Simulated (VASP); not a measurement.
Here is a VASP 6.6.1 calculation.

File INCAR:

```
SYSTEM = TiO
PREC = Accurate
ENCUT = 520
EDIFF = 1E-6
ISMEAR = 0
SIGMA = 0.05
LREAL = .False.
LASPH = .True.
NELM = 80
ALGO = Normal
ISIF = 2
LWAVE = .False.
LCHARG = .False.
GGA = PS
```

File KPOINTS:

```
Automatic mesh
0
Gamma
  7 7 6
  0 0 0
```

POSCAR

```
TiO
1.0
    3.0094341500      0.0000000000      0.0000000000
   -1.5047170800      2.6062464300      0.0000000000
    0.0000000000      0.0000000000      2.9370586300
Ti O
1 1
Direct
    0.0000000000      0.0000000000      0.0000000000
    0.6666666667      0.3333333333      0.5000000000
```

Potentials or basis: VASP PAW PBE potentials, release 64 (Ti_sv, O).

Command:

```sh
$ cat potpaw_PBE.64/Ti_sv/POTCAR potpaw_PBE.64/O/POTCAR > POTCAR
$ mpirun -np 1 vasp_std > vasp.out
```

Problem. Predict the band gap on the k mesh.

Solution. None (metal or under the smearing width).

Problem. Estimate the pressure.

Solution. -32.7 GPa.

Stress tensor (GPa, compression positive):
```
-33.97   0.00   0.00
  0.00 -33.97   0.00
  0.00   0.00 -30.21
```

Caveat: a pressure of tens of GPa on the cell as given is suspect, and the run, the potentials or the cell itself is likely at fault; the PAW data sets were made with another functional, which shifts forces and pressure a little; semilocal functionals often make such compounds metallic where correlation or magnetic order opens a gap, which also shifts bond lengths.
